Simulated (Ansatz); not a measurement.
Cu: do energies and stresses tell the same story?

Computed with DFT PBEsol, scalar-relativistic, plane waves, PAW (Ansatz 0.2.0).

Plane waves to 420 eV, a k mesh through Γ of 20×20×20 on the computed 1-atom cell and Gaussian smearing (0.10 eV); no spin polarisation.

Relaxed cell: Fm-3m, a = 3.563 Å, b = 3.563 Å, c = 3.563 Å, α = 90.00°, β = 90.00°, γ = 90.00°, 1 atom in the primitive cell.

Energies at zero smearing and pressures from the stress tensor, at volumes with shape and atoms relaxed:
```csv
V (Å³/atom),E − E(first) (meV/atom),P (GPa)
9.954,0.00,29.61
10.294,-52.34,20.12
10.633,-86.29,12.19
10.972,-104.88,5.57
11.312,-110.64,0.04
11.651,-105.68,-4.58
11.990,-91.76,-8.43
12.443,-61.83,-12.58
```

Question: Check P = −dE/dV between neighbouring volumes, and get the bulk modulus from the pressures alone.

Answer: With 1 eV/Å³ = 160.2 GPa:
| middle V (Å³/atom) | −ΔE/ΔV (GPa) | mean P (GPa) |
| --- | --- | --- |
| 10.124 | 24.710 | 24.865 |
| 10.463 | 16.028 | 16.155 |
| 10.803 | 8.778 | 8.884 |
| 11.142 | 2.720 | 2.808 |
| 11.481 | -2.343 | -2.268 |
| 11.821 | -6.569 | -6.504 |
| 12.217 | -10.599 | -10.504 |

The two differ by 0.15 GPa at most. The mean of two end pressures misses the average over a step by about ΔV² P″/12, up to 0.14 GPa here; with that taken off 0.01 GPa remains. Around V = 11.312 Å³/atom, the two neighbours give B = −V ΔP/ΔV = 11.312 × 10.15 / 0.679 = 169.2 GPa, against B0 = 167.9 GPa from the Birch–Murnaghan fit of the energies.